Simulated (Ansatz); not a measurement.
**BN: random displacements**

Theory: DFT PBE, scalar-relativistic, plane waves, PAW in Ansatz 0.2.0. The runs took a 420 eV cutoff, a Γ-centred 12×12×6 mesh and Gaussian smearing (0.05 eV). No spin polarisation. Energies are free energies at this smearing, counted from the undisturbed cell; pressure is positive in compression.

The starting cell (as given, not relaxed at this level; this wurtzite form isn't the usual structure):

```
CELL_PARAMETERS angstrom
2.55394 0.00000 0.00000
-1.27697 2.21178 0.00000
0.00000 0.00000 4.22685
ATOMIC_POSITIONS crystal
B 0.66667 0.33333 0.99972
B 0.33333 0.66667 0.49972
N 0.66667 0.33333 0.62528
N 0.33333 0.66667 0.12528
```

The atoms are displaced (Å, in the unstrained cell):

| atom | ux | uy | uz |
| --- | --- | --- | --- |
| B1 | 0.044 | 0.057 | 0.046 |
| B2 | -0.014 | 0.054 | -0.016 |
| N3 | -0.017 | -0.031 | -0.109 |
| N4 | -0.013 | -0.081 | 0.078 |

The cell is not strained.

Q: What are the energy change, the stress and the forces?

A: ΔE = 196.3 meV/atom; stress (xx, yy, zz, yz, xz, xy; compression positive) (5.14, 10.45, 14.43, 3.52, 2.24, 1.82) GPa; gap on the mesh 4.70 eV.
```tsv
atom	Fx (eV/Å)	Fy	Fz
B1	-1.78	-2.35	-1.21
B2	-0.02	-2.88	0.29
N3	0.30	2.75	4.62
N4	1.50	2.49	-3.70
```

Cost: 1 run of about 0.11 core-minutes, on Intel Xeon Platinum 8488C (Sapphire Rapids) (shared hosts).